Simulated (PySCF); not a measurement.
Simulated C 1s region for methylenecyclopropane, `C=C1CC1`, binding energy against the vacuum level.

Every computed line was given a Gaussian of 0.8 eV full width at half maximum and an area set by the number of equivalent atoms; the highest printed point is 100. Theory: delta-SCF UKS SCAN, pcX-2 on the ionised atom, pcseg-1 elsewhere, spin-free X2C in PySCF.

(binding energy (eV), intensity): (289.0, 0), (289.1, 0), (289.2, 1), (289.3, 1), (289.4, 2), (289.5, 5), (289.6, 8), (289.7, 13), (289.8, 20), (289.9, 28), (290.0, 38), (290.1, 49), (290.2, 60), (290.3, 72), (290.4, 83), (290.5, 93), (290.6, 99), (290.7, 100), (290.8, 95), (290.9, 84), (291.0, 70), (291.1, 53), (291.2, 38), (291.3, 25), (291.4, 15), (291.5, 8), (291.6, 4), (291.7, 2), (291.8, 1), (291.9, 0)

Q: Count the maxima, the lines and the sites behind this envelope.

A: The curve has 1 maximum (at 290.7 eV). Under it lie 3 lines from 3 inequivalent carbon sites. At this width some lines have no maximum of their own.

Q: Decompose the envelope and assign each component. Numbering: `[CH2:1]=[C:2]1[CH2:3][CH2:4]1`.

A: 
| position (eV) | relative area | line | atoms | environment |
| --- | --- | --- | --- | --- |
| 290.17 | 1 | C 1s | C1 | terminal =CH2 carbon |
| 290.61 | 1 | C 1s | C2 | fully substituted alkene carbon |
| 290.79 | 2 | C 1s | C3/C4 | allylic carbon |

The listed C 1s values span 0.62 eV, from C1 (bonded to C (double bond) and 2 H) to C3/C4 (bonded to 2 C and 2 H). Summing the Pauling electronegativity differences to the bonded atoms, each weighted by its formal bond order, gives -0.70 for the lowest site and -0.70 for the highest; the largest sum, 0.00, belongs to C2, 0.18 eV below the top.

Shake-up satellites, vibrational structure and lifetime widths aren't simulated. The first atom of each set that the bonding makes equivalent was ionised and stands for the set. Isolated species at its PBE0-D3(BJ)/def2-SVP geometry, gas phase.
